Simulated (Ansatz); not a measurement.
System: cubic perovskite LaAlO3 (cubic high-temperature phase). Method: PBEsol (Ansatz, an electronic-structure program, PAW).

Run with plane-wave cutoff 500 eV, 8×8×8 k mesh, gaussian smearing 0.02 eV, scalar-relativistic PAW data made under PBE.

Computed at the level's own relaxed cell.

Problem. Estimate the volume per atom, lattice constant a and band gap that the calculation returns.

Solution. 
volume per atom: 10.73 Å³/atom
lattice constant a: 3.772 Å
band gap: 3.45 eV (on the SCF k mesh)

Note: the relaxation could not lower the start's symmetry, so the cell can be a saddle point above a distorted one.

Spin–orbit coupling is not included.

Computed values are for the static lattice.
